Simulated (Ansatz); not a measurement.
# CdSe (CsCl type): from bands to localised orbitals, part 2 of 3

Where do the localised orbitals of CdSe (CsCl type) sit, how far are they spread, and how do the settings change that? The runs, in order: PBE, anion s p, 6×6×6; PBE, anion s p, 4×4×4; PBE, anion p, 6×6×6; PBE, all s p, disentangled, 6×6×6; PBE, metal d and anion p, 6×6×6; PBE, metal d, 6×6×6; r2SCAN, anion s p, 6×6×6; r2SCAN, all s p, disentangled, 6×6×6 (level, trial orbitals, Wannier mesh).

Ansatz 0.2.0; plane waves, PAW. Earlier steps stand in the parts before.

**5. PBE, all s p, disentangled, 6×6×6**

Input file input.yaml:

```yaml
crystal:
  lattice:
    - [3.5331017334, 0.0, 0.0]
    - [0.0, 3.5331017334, 0.0]
    - [0.0, 0.0, 3.5331017334]
  atoms:
    - { symbol: Cd, position: [0.0, 0.0, 0.0] }
    - { symbol: Se, position: [0.5, 0.5, 0.5] }
kpoints:
  mp_grid: { grid: [6, 6, 6] }
  band_path:
    path:
      - [[0.0, 0.0, 0.0], [8.823452587718e-51, 0.5, -1.584774277358e-68], [0.5, 0.5, -1.45362731462e-34], [0.0, 0.0, 0.0], [0.5, 0.5, 0.5], [8.823452587718e-51, 0.5, -1.584774277358e-68]]
      - [[0.5, 0.5, 0.5], [0.5, 0.5, -1.45362731462e-34]]
    npoints: 10
hamiltonian:
  xc: pbe
scf:
  occupations: { method: fermi_dirac, width: 0.02 }
  n_extra_bands: 8
output:
  forces: false
  stress: false
  eigenvalues: true
  wannier:
    kmesh: [6, 6, 6]
    projections:
      - { species: Se, l: s, shell: 4 }
      - { species: Se, l: p, shell: 4 }
      - { species: Cd, l: s, shell: 5 }
      - { species: Cd, l: p, shell: 5 }
    minimise: true
    write_hr: true
    conv_tol: 1.0e-08
    max_iter: 3000
    disentanglement: { window: [-14.1, 27.9], frozen_window: [3.9, 13.4] }
```

On the command line:

```bash
$ ansatz run input.yaml --threads 4 --pin off --max-ram 3686MiB --backend cpu --events-out ev --progress --plain --runs-dir out
```

What it wrote:

```text
Warning: RAYON_NUM_THREADS=4 ignored (pool sized by the plan → 4); use --threads N
Cd: the file doesn't list 5p, so it is added from the neutral free atom; the dataset's partial waves leave at most 1.3e-2 of an orbital's norm unspanned inside its sphere
scf.n_extra_bands = 8 over 18 filled bands (N_el = 36.0): the run solves 26 bands
Engine: ansatz 0.2.0, aarch64-unknown-linux-gnu
Pseudopotentials: kind: paw
Pseudopotential: Cd, paw, valence charge 20, recommended cutoff 420 eV (normal), Cd.paw.azcp
Pseudopotential: Se, paw, valence charge 16, recommended cutoff 420 eV (normal), Se.paw.azcp
Functional definition: PBE
  parameter kappa = 0.804
  parameter beta = 0.06672455060314922
  exchange = pbe_x(kappa = kappa, mu = beta*pi^2/3)
  correlation = pbe_c(beta = beta)
Crystal: 2 atoms, lattice volume = 44.103 Å³
Basis set: ecut = 420 eV, 847 PW (Γ)
Bands: 26, of which v1, the nominal top of the filled ones, is band 18 counted from 1 (17 counted from 0)
Symmetry: 48 space group operations
Space group: Pm-3m (ITA 221), of the structure as read, at distance tolerance 3.5e-5 Å
k-points: 20 of 216
Non-local potential: Cd, projectors of the file, l = 0: 3, l = 1: 2, l = 2: 2, l = 3: 1
Non-local potential: Se, projectors of the file, l = 0: 2, l = 1: 2, l = 2: 3, l = 3: 1
PAW form: soft (Blöchl's): semilocal exchange-correlation on the pseudo side does not see the compensation charge
PAW one-centre angular grid: Cd, 590 points (default); XC on 64 Gauss nodes
PAW one-centre angular grid: Se, 590 points (default); XC on 64 Gauss nodes
Initial density: superposition of atomic densities (neutral atoms: chi_scale 0, normalization atom), corrected by the library's trained network
Initial wavefunctions: pseudopotential atomic-orbital guess
Functional: x = pbe(κ = 0.804, μ = 0.2195149727645171), c = pbe(β = 0.06672455060314922)
SCF iter   1: F=—  HF=-13723.567634 eV  |F-HF|=—  |Δ(HF+E_count)|=         —  Δρ=2.17e-3  dr2=3.94e-3  ethr=1.77e-3  ⟨swp⟩=5.4  Hψ=2331  notcnv=0
preconditioner: auto → Kerker (q_TF=auto, 2.638 Å⁻¹)  [metal: Δε(μ)=0.027 eV  Ē_g=15.730 eV  σ=0.020 eV  W_gap=0.30  n_scr=18 (ndim 8)  ℏωp=23.7 eV  f_vac=0.000  D(μ)=2.44/eV (n_scr^D=26)]
SCF iter   2: F=—  HF=-13723.567349 eV  |F-HF|=—  |Δ(HF+E_count)|=   2.85e-4  Δρ=1.15e-3  dr2=1.16e-3  ethr=1.09e-5  ⟨swp⟩=1.9  Hψ=764  notcnv=0  defer=33
SCF iter   3: F=—  HF=-13723.567130 eV  |F-HF|=—  |Δ(HF+E_count)|=   2.19e-4  Δρ=2.73e-4  dr2=5.06e-5  ethr=3.21e-6  ⟨swp⟩=2.4  Hψ=699  notcnv=0  defer=33
SCF iter   4: F=—  HF=-13723.567120 eV  |F-HF|=—  |Δ(HF+E_count)|=   9.94e-6  Δρ=1.62e-4  dr2=5.56e-6  ethr=1.40e-7  ⟨swp⟩=2.0  Hψ=756  notcnv=0  defer=33
SCF iter   5: F=—  HF=-13723.567122 eV  |F-HF|=—  |Δ(HF+E_count)|=   2.38e-6  Δρ=4.77e-5  dr2=1.81e-6  ethr=1.54e-8  ⟨swp⟩=2.0  Hψ=538  notcnv=0  defer=33
SCF iter   6: F=-13723.567122 eV  HF=-13723.567122 eV  |F-HF|=1.97e-8  |Δ(HF+E_count)|=   5.11e-8  Δρ=1.35e-5  dr2=6.22e-8  ethr=2.78e-10  ⟨swp⟩=5.7  Hψ=1873  notcnv=0
SCF 1 converged in 6 iterations: F = -13723.567122 eV  dr2 = 6.22e-8
NSCF: frozen V_eff on 62 k-points
NSCF: frozen V_eff on 23 k-points
WARN: eigensolver did not converge (k=3): 1 band(s) unlocked after 20 sweeps at ethr=1.43e-12 eV (storage-precision floor; scheduled 1.00e-12 eV) (lowest unlocked band 25, counted from 0; max residual 1.76e-5 eV among the unlocked bands, 1.76e-5 eV over every band; other slots of this pass that fall short are told together in one closing line; warning suppressed until the next SCF loop or pass starts)
WARN: eigensolver did not converge in 3 slots of this pass, the one above among them; of largest residual over every band (k=3): 1 band(s) unlocked (lowest unlocked band 25, counted from 0; max residual 1.76e-5 eV among the unlocked bands, 1.76e-5 eV over every band); of lowest unlocked band (k=3): band 25
the Wannier pass solved 23 of the 216 points of its mesh, and has the states at the others by symmetry: states obtained by the crystal's operations at points that were solved too leave a residual of 4.22e-13 eV (read by the count's bands and the next), within 4.76e-6 eV
NSCF: frozen V_eff on 23 k-points
the Wannier pass solved 23 of the 216 points of its mesh, and has the states at the others by symmetry: states obtained by the crystal's operations at points that were solved too leave a residual of 5.40e-13 eV (read by the count's bands and the next), within 4.76e-6 eV
SCF converged after 6 iterations
Free energy (F): -13723.567122 eV
Harris-Foulkes:  -13723.567122 eV  (|F-HF|=1.97e-8)
Internal energy: -13723.563324 eV  (E = F + TS)
E sigma→0 (E₀):  -13723.565223 eV
Entropy (-TS):   -0.003798 eV (-1.899 meV/atom)
Fermi energy:    11.868810 eV
--- Per-component energies (eV) ---
  E_band       = -762.470858
  E_kinetic    = 623.030886
  E_local      = -5158.870127  (includes V_loc(G=0)·N_el)
  E_nonlocal   = -561.365958
  E_hartree    = 2488.449564
  E_xc         = -280.429627
  E_vxc        = -319.124409  (∫ρ·V_xc dr)
  E_paw        = -5995.563079  (= ΣΔE_a)
  E_vpaw       = -323.056810  (= ΣTr[D̂ρ^β])
  E_aug_tail   = -0.000597  (compensation charges beyond the density's cutoff)
  E_ewald      = -4838.814387
  E_smearing   = -0.003798  (= −TS)
  E_closure    = 0.000000  (closes the sum)
  Σ components = -13723.567122   (vs F -13723.567122, Δ=0.00e0)
--- Band table (eV; the first three rows and the last of 20) ---
  k-point 0: bands = ["-90.7668", "-51.8342", "-51.8342", "-51.8342", "-35.5835", "-35.5835", "-35.5827", "-35.5827", "-35.5827", "-1.9117", "3.0173", "3.0173", "3.4551", "3.4551", "3.4551", "10.2606", "10.5993", "10.5993", "10.5993", "17.9278", "17.9278", "22.5307", "22.5307", "22.5307", "26.6086", "26.6086"]
  k-point 1: bands = ["-90.7668", "-51.8351", "-51.8342", "-51.8342", "-35.5835", "-35.5831", "-35.5828", "-35.5828", "-35.5827", "-1.7221", "3.0294", "3.0800", "3.3990", "3.3990", "3.4595", "8.2527", "10.8698", "10.8698", "12.1405", "18.0824", "18.6615", "21.2269", "21.2269", "21.7015", "25.5847", "26.4750"]
  k-point 2: bands = ["-90.7667", "-51.8367", "-51.8341", "-51.8341", "-35.5835", "-35.5830", "-35.5830", "-35.5827", "-35.5823", "-1.2764", "3.0536", "3.1609", "3.2918", "3.2918", "3.4684", "6.4518", "11.4928", "11.4928", "13.4488", "17.3981", "18.4785", "19.2701", "19.2701", "23.4647", "24.0425", "26.5843"]
  k-point 19: bands = ["-90.7665", "-51.8371", "-51.8371", "-51.8371", "-35.5834", "-35.5834", "-35.5834", "-35.5811", "-35.5811", "0.2491", "2.8927", "2.8927", "2.8927", "3.6275", "3.6275", "9.5885", "9.5885", "9.5885", "13.2207", "13.2207", "13.2207", "13.5073", "28.8136", "28.8136", "28.8136", "31.1954"]
Wannier search: line search 1 of at most 3000: gauge-dependent spread (as the search counts it) 5.8929687 Å², largest recent change 2.9e0 Å² and fall left 2.1e-2 Å² against conv_tol 1.0e-8 Å², 0 stops escaped
WARN: <dir> 12 periodic images of 12 elements of H(R) lie 4.88e-4 to 1.95e-3 Å beyond their element's nearest image, near the 9.77e-4 Å window within which an element is shared among its images; whether they share it moves the interpolated H(k) by 3.0e-3 eV (Frobenius norm, root mean square over the Brillouin zone); at the model's own mesh points H(k) does not change
```

It took 2.7 s on 4 threads of Arm Neoverse V2, shared host; peak memory 0.39 GiB.

The eigensolver's warning concerns residuals under 0.0001 eV, too small to move the results.

The windows are typed on the program's own energy scale, on which the last band filled by count tops at 11.94 eV (the bands overlap, so it is not filled everywhere).

The head of wannier.spreads.toml:

```toml
omega_i_ang2 = 13.60886595649231
omega_d_ang2 = 0.003931937464576911
omega_od_ang2 = 3.10916789749732
omega_total_ang2 = 16.721965791454206
least_projectability = 0.8387985761347125
b_vectors_match_mmn = true
n_iter = 67
converged = true
rejected_fitted_steps = 0
dis_converged = true
dis_n_iter = 85
dis_n_moved = 0
dis_level_miss = 0.0034660465570343886
```

The functions (centres in Å, on-site energies from the highest level of the last filled band):

```
n       x       y       z  spread (Å²)  on-site (eV)  nearest atoms  distance (Å)
1   2.055   1.513   1.513        1.560        -3.393            Se2          0.46
2   1.838   1.683   2.213        1.567        -3.313            Se2          0.46
3   1.332   1.661   1.661        1.565        -3.323            Se2          0.46
4   1.838   2.213   1.683        1.567        -3.313            Se2          0.46
5  -0.435  -0.427  -0.427        2.602         3.024            Cd1          0.74
6  -0.132  -0.134   0.716        2.621         3.142            Cd1          0.74
7   0.713  -0.139  -0.139        2.618         3.115            Cd1          0.74
8  -0.132   0.716  -0.134        2.621         3.142            Cd1          0.74
```

The largest hoppings ⟨m, 0|H|n, R⟩, one of each Hermitian pair (signs follow the phases of the functions):

```
m  n      R  distance (Å)  t (eV)
1  3  0 0 0          0.75   2.987
1  2  0 0 0          0.75  -2.979
1  4  0 0 0          0.75  -2.979
2  3  0 0 0          0.75   2.947
3  4  0 0 0          0.75   2.947
2  4  0 0 0          0.75  -2.937
5  7  0 0 0          1.22  -1.616
5  8  0 0 0          1.22  -1.604
5  6  0 0 0          1.22  -1.604
2  8  1 0 1          2.19  -1.595
4  6  1 1 0          2.19  -1.594
7  8  0 0 0          1.20  -1.560
6  7  0 0 0          1.20  -1.560
1  6  1 0 0          2.27  -1.550
```

Interpolated bands at the corners of the path, eV from the highest level of the last filled band:

```
point      e1     e2     e3     e4     e5     e6     e7     e8
    Γ  -13.85  -1.68  -1.34  -1.34  -1.34  10.59  10.59  10.59
    X  -12.95  -6.17  -0.07  -0.07   2.61   3.89   6.46   6.46
    M  -12.51  -4.61  -4.61  -1.61   0.04   7.04   7.04   9.96
    Γ  -13.85  -1.68  -1.34  -1.34  -1.34  10.59  10.59  10.59
    R  -11.69  -2.35  -2.35  -2.35   1.28   1.28   1.28   1.56
    X  -12.95  -6.17  -0.07  -0.07   2.61   3.89   6.46   6.46
    R  -11.69  -2.35  -2.35  -2.35   1.28   1.28   1.28   1.56
    M  -12.51  -4.61  -4.61  -1.61   0.04   7.04   7.04   9.96
```

Along the path each interpolated band stays within 0.03, 0.01, 0.01, 0.02, 0.04, 1.05, 0.70, 0.70 eV of the nearest computed level, from the lowest band up; bands outside the frozen window needn't match, and between the mesh's points a coarse mesh lets the others stray too.

Misses of an eV or more mean that the model does not follow those bands.

**6. PBE, metal d and anion p, 6×6×6**

input.yaml, as its differences from that of step 5:

```diff
@@ -19,3 +19,3 @@
   occupations: { method: fermi_dirac, width: 0.02 }
-  n_extra_bands: 8
+  n_extra_bands: 6
 output:
@@ -26,7 +26,3 @@
     kmesh: [6, 6, 6]
-    projections:
-      - { species: Se, l: s, shell: 4 }
-      - { species: Se, l: p, shell: 4 }
-      - { species: Cd, l: s, shell: 5 }
-      - { species: Cd, l: p, shell: 5 }
+    projections: [{ species: Cd, l: d, shell: 4 }, { species: Se, l: p, shell: 4 }]
     minimise: true
@@ -35,2 +31 @@
     max_iter: 3000
-    disentanglement: { window: [-14.1, 27.9], frozen_window: [3.9, 13.4] }
```

On the command line:

```bash
$ ansatz run input.yaml --threads 4 --pin off --max-ram 3686MiB --backend cpu --events-out ev --progress --plain --runs-dir out
```

What it wrote:

```text
Warning: RAYON_NUM_THREADS=4 ignored (pool sized by the plan → 4); use --threads N
scf.n_extra_bands = 6 over 18 filled bands (N_el = 36.0): the run solves 24 bands
[... 9 set-up lines as earlier in the session ...]
Crystal: 2 atoms, lattice volume = 44.103 Å³
Basis set: ecut = 420 eV, 847 PW (Γ)
Bands: 24, of which v1, the nominal top of the filled ones, is band 18 counted from 1 (17 counted from 0)
[... 2 set-up lines as earlier in the session ...]
k-points: 20 of 216
[... 8 set-up lines as earlier in the session ...]
SCF iter   1: F=—  HF=-13723.567585 eV  |F-HF|=—  |Δ(HF+E_count)|=         —  Δρ=2.18e-3  dr2=3.96e-3  ethr=1.77e-3  ⟨swp⟩=5.3  Hψ=2138  notcnv=0
preconditioner: auto → Kerker (q_TF=auto, 2.638 Å⁻¹)  [metal: Δε(μ)=0.027 eV  Ē_g=13.931 eV  σ=0.020 eV  W_gap=0.30  n_scr=18 (ndim 8)  ℏωp=23.7 eV  f_vac=0.000  D(μ)=2.44/eV (n_scr^D=26)]
SCF iter   2: F=—  HF=-13723.567349 eV  |F-HF|=—  |Δ(HF+E_count)|=   2.36e-4  Δρ=1.15e-3  dr2=1.15e-3  ethr=1.10e-5  ⟨swp⟩=1.9  Hψ=719  notcnv=0  defer=21
SCF iter   3: F=—  HF=-13723.567143 eV  |F-HF|=—  |Δ(HF+E_count)|=   2.06e-4  Δρ=2.75e-4  dr2=5.23e-5  ethr=3.20e-6  ⟨swp⟩=2.4  Hψ=643  notcnv=0  defer=21
SCF iter   4: F=—  HF=-13723.567120 eV  |F-HF|=—  |Δ(HF+E_count)|=   2.30e-5  Δρ=1.62e-4  dr2=5.53e-6  ethr=1.45e-7  ⟨swp⟩=2.0  Hψ=734  notcnv=0  defer=21
SCF iter   5: F=—  HF=-13723.567122 eV  |F-HF|=—  |Δ(HF+E_count)|=   2.38e-6  Δρ=4.76e-5  dr2=1.75e-6  ethr=1.54e-8  ⟨swp⟩=2.0  Hψ=518  notcnv=0  defer=21
SCF iter   6: F=-13723.567122 eV  HF=-13723.567122 eV  |F-HF|=1.33e-8  |Δ(HF+E_count)|=   4.84e-8  Δρ=1.35e-5  dr2=5.89e-8  ethr=2.78e-10  ⟨swp⟩=4.8  Hψ=1721  notcnv=0
SCF 1 converged in 6 iterations: F = -13723.567122 eV  dr2 = 5.89e-8
NSCF: frozen V_eff on 62 k-points
NSCF: frozen V_eff on 23 k-points
the Wannier pass solved 23 of the 216 points of its mesh, and has the states at the others by symmetry: states obtained by the crystal's operations at points that were solved too leave a residual of 3.28e-13 eV (read by the count's bands and the next), within 4.76e-6 eV
NSCF: frozen V_eff on 23 k-points
the Wannier pass solved 23 of the 216 points of its mesh, and has the states at the others by symmetry: states obtained by the crystal's operations at points that were solved too leave a residual of 3.71e-13 eV (read by the count's bands and the next), within 4.76e-6 eV
SCF converged after 6 iterations
Free energy (F): -13723.567122 eV
Harris-Foulkes:  -13723.567122 eV  (|F-HF|=1.33e-8)
Internal energy: -13723.563324 eV  (E = F + TS)
E sigma→0 (E₀):  -13723.565223 eV
Entropy (-TS):   -0.003798 eV (-1.899 meV/atom)
Fermi energy:    11.868798 eV
--- Per-component energies (eV) ---
  E_band       = -762.470885
  E_kinetic    = 623.030986
  E_local      = -5158.870382  (includes V_loc(G=0)·N_el)
  E_nonlocal   = -561.366076
  E_hartree    = 2488.449755
  E_xc         = -280.429676
  E_vxc        = -319.124467  (∫ρ·V_xc dr)
  E_paw        = -5995.562948  (= ΣΔE_a)
  E_vpaw       = -323.056658  (= ΣTr[D̂ρ^β])
  E_aug_tail   = -0.000597  (compensation charges beyond the density's cutoff)
  E_ewald      = -4838.814387
  E_smearing   = -0.003798  (= −TS)
  E_closure    = -0.000000  (closes the sum)
  Σ components = -13723.567122   (vs F -13723.567122, Δ=0.00e0)
--- Band table (eV; the first three rows and the last of 20) ---
  k-point 0: bands = ["-90.7668", "-51.8342", "-51.8342", "-51.8342", "-35.5835", "-35.5835", "-35.5827", "-35.5827", "-35.5827", "-1.9117", "3.0173", "3.0173", "3.4551", "3.4551", "3.4551", "10.2606", "10.5993", "10.5993", "10.5993", "17.9278", "17.9278", "22.5307", "22.5307", "22.5307"]
  k-point 1: bands = ["-90.7668", "-51.8351", "-51.8342", "-51.8342", "-35.5835", "-35.5831", "-35.5828", "-35.5828", "-35.5827", "-1.7221", "3.0294", "3.0800", "3.3990", "3.3990", "3.4595", "8.2527", "10.8698", "10.8698", "12.1405", "18.0824", "18.6615", "21.2269", "21.2269", "21.7015"]
  k-point 2: bands = ["-90.7667", "-51.8367", "-51.8341", "-51.8341", "-35.5835", "-35.5830", "-35.5830", "-35.5827", "-35.5823", "-1.2764", "3.0536", "3.1609", "3.2918", "3.2918", "3.4684", "6.4518", "11.4927", "11.4927", "13.4488", "17.3981", "18.4785", "19.2701", "19.2701", "23.4646"]
  k-point 19: bands = ["-90.7665", "-51.8371", "-51.8371", "-51.8371", "-35.5834", "-35.5834", "-35.5834", "-35.5811", "-35.5811", "0.2491", "2.8927", "2.8927", "2.8927", "3.6275", "3.6275", "9.5885", "9.5885", "9.5885", "13.2207", "13.2207", "13.2207", "13.5073", "28.8136", "28.8136"]
Wannier search: line search 1 of at most 3000: gauge-dependent spread (as the search counts it) 0.3663028 Å², largest recent change 4.0e-2 Å² and fall left 2.9e-5 Å² against conv_tol 1.0e-8 Å², 0 stops escaped
```

It took 1.9 s on 4 threads of Arm Neoverse V2, shared host; peak memory 0.41 GiB.

wannier.win names the bands that the functions span: 11-15, combinations of 16-19 (counted from 1; 18 are filled by count, though the bands overlap). Combinations are drawn from entangled bands, so such a model needn't follow any one band.

The head of wannier.spreads.toml:

```toml
omega_i_ang2 = 10.789218662475548
omega_d_ang2 = 0.0000000000000000000000000019604110288582054
omega_od_ang2 = 0.36622975778877076
omega_total_ang2 = 11.15544842026432
least_projectability = 0.7657054792505146
b_vectors_match_mmn = true
n_iter = 8
converged = true
rejected_fitted_steps = 0
```

The functions (centres in Å, on-site energies from the highest level of the last filled band):

```
n      x      y      z  spread (Å²)  on-site (eV)  nearest atoms  distance (Å)
1  0.000  0.000  0.000        0.583        -8.609            Cd1          0.00
2  0.000  0.000  0.000        0.693        -8.456            Cd1          0.00
3  0.000  0.000  0.000        0.693        -8.456            Cd1          0.00
4  0.000  0.000  0.000        0.583        -8.609            Cd1          0.00
5  0.000  0.000  0.000        0.693        -8.456            Cd1          0.00
6  1.767  1.767  1.767        2.637        -3.007            Se2          0.00
7  1.767  1.767  1.767        2.637        -3.007            Se2          0.00
8  1.767  1.767  1.767        2.637        -3.007            Se2          0.00
```

The largest hoppings ⟨m, 0|H|n, R⟩, one of each Hermitian pair (signs follow the phases of the functions):

```
m  n      R  distance (Å)  t (eV)
6  6  0 0 1          3.53   1.057
7  7  1 0 0          3.53   1.057
8  8  0 1 0          3.53   1.057
6  6  0 1 0          3.53  -0.342
6  6  1 0 0          3.53  -0.342
7  7  0 0 1          3.53  -0.342
8  8  0 0 1          3.53  -0.342
8  8  1 0 0          3.53  -0.342
```

Interpolated bands at the corners of the path, eV from the highest level of the last filled band:

```
point     e1     e2     e3     e4     e5     e6     e7     e8
    Γ  -8.93  -8.93  -8.49  -8.49  -8.49  -1.34  -1.34  -1.34
    X  -8.88  -8.79  -8.70  -8.70  -8.47  -6.17  -0.07  -0.07
    M  -8.75  -8.62  -8.62  -8.32  -8.25  -4.61  -4.61   0.04
    Γ  -8.93  -8.93  -8.49  -8.49  -8.49  -1.34  -1.34  -1.34
    R  -9.05  -9.05  -9.05  -8.32  -8.32  -2.35  -2.35  -2.35
    X  -8.88  -8.79  -8.70  -8.70  -8.47  -6.17  -0.07  -0.07
    R  -9.05  -9.05  -9.05  -8.32  -8.32  -2.35  -2.35  -2.35
    M  -8.75  -8.62  -8.62  -8.32  -8.25  -4.61  -4.61   0.04
```

Along the path each interpolated band stays within 0.00, 0.00, 0.00, 0.00, 0.00, 0.64, 0.10, 0.04 eV of the nearest computed level, from the lowest band up.

[end of part 2 of 3]
